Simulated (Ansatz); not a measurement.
Crystal: Hf.

```
Hf
1.0
    -1.80500    1.80500    1.80500
     1.80500   -1.80500    1.80500
     1.80500    1.80500   -1.80500
Hf
1
Direct
  0.00000 0.00000 0.00000
```

This isn't the form of Hf at room conditions, which is hcp.

| Item | Value |
| --- | --- |
| Program | Ansatz 0.2.0 |
| Task | relaxation of cell and atoms |
| Functional | B3LYP |
| Potentials or basis | Ansatz PAW |
| Cutoff | 420 eV (not typed: the program's choice for these potentials) |
| k mesh | 5 × 5 × 5 |
| Occupations | fermi-dirac, width 0.05 eV |
| Spin | no spin polarisation |

At the start: volume 23.52 Å³/atom.

Q: How do energy, volume and symmetry change on relaxing?

A: It ends after 4 steps and the volume is 22.59 Å³/atom (-4.0 %); space group Im-3m (No. 229, to 0.05 Å).

The path:
| step | energy change (eV) | largest force (eV/Å) | volume (Å³) |
| --- | --- | --- | --- |
| 1 | 0.0000 | 0.0000 | 23.52 |
| 2 | -0.0130 | 0.0000 | 22.66 |
| 3 | -0.0131 | 0.0000 | 22.59 |
| 4 | -0.0128 | 0.0000 | 22.59 |

Final structure:
```
Hf
1.0
    -1.78084    1.78084    1.78084
     1.78084   -1.78084    1.78084
     1.78084    1.78084   -1.78084
Hf
1
Direct
  0.00000 0.00000 0.00000
```

Caveat: the k mesh is coarse (spacing up to 0.49 Å⁻¹), so the values aren't converged, least of all with exact exchange; the plane-wave basis is chosen anew once the cell has moved, so the energies of steps on either side of that aren't comparable; the PAW data sets come from PBE, with cores solved anew for the run's functional, which leaves a small shift of forces and pressure.
